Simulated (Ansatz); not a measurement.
Relaxed bulk SnSe:

```cif
data_structure
_symmetry_space_group_name_H-M 'Fm-3m'
_symmetry_Int_Tables_number 225
_cell_length_a 5.9455
_cell_length_b 5.9455
_cell_length_c 5.9455
_cell_angle_alpha 90.000
_cell_angle_beta 90.000
_cell_angle_gamma 90.000
_cell_volume 210.17
loop_
_atom_site_label
_atom_site_type_symbol
_atom_site_symmetry_multiplicity
_atom_site_Wyckoff_symbol
_atom_site_fract_x
_atom_site_fract_y
_atom_site_fract_z
_atom_site_occupancy
Sn1 Sn 4 a 0.00000 0.00000 0.00000 1
Se1 Se 4 b 0.50000 0.00000 0.00000 1
```

Miller indices refer to the conventional cell of Fm-3m (No. 225), a = 5.946 Å, b = 5.946 Å, c = 5.946 Å, α = 90.00°, β = 90.00°, γ = 90.00°.

The (111) slab of 7 planes, 10.3 Å thick with 15 Å of vacuum as cut; outer planes Sn (top) and Sn (bottom).

The calculation used DFT PBEsol, scalar-relativistic, plane waves, PAW in Ansatz 0.2.0. Settings: cutoff 420 eV, Γ-centred mesh 9×9×1 on the computed 7-atom cell, Gaussian smearing of 0.05 eV; no spin polarisation. The cell repeats along c with a dipole correction in the vacuum.

The slab isn't stoichiometric (Sn4Se3), so its surface energy depends on the chemical potentials; it is given with the excess atoms taken from the element's standard state, a limit at which the compound may itself be unstable, so the figure can be too low.

With the atoms at the bulk's places:

| Property | Result |
| --- | --- |
| Surface energy with the excess atoms taken from the elements | 1.03 J/m² |
| Work function | 3.63 eV |

Q: What changes when all atoms relax within this surface cell and its symmetry?

A: The energy falls by 0.035 J/m² a face, and the largest move is 0.15 Å.

| Quantity | Value |
| --- | --- |
| Surface energy with the excess atoms taken from the elements | 0.99 J/m² |
| Work function | 3.63 eV |

```tsv
plane (bottom to top)	atoms	spacing to next, bulk (Å)	relaxed (Å)	change (%)
1	Sn	1.716	1.567	-8.7
2	Se	1.716	1.874	+9.2
3	Sn	1.716	1.712	-0.3
4	Se	1.716	1.712	-0.3
5	Sn	1.716	1.874	+9.2
6	Se	1.716	1.567	-8.7
7	Sn
```

The smearing is narrow for a metal on this mesh.

The reference crystal is the rock-salt form of SnSe, which isn't its usual structure.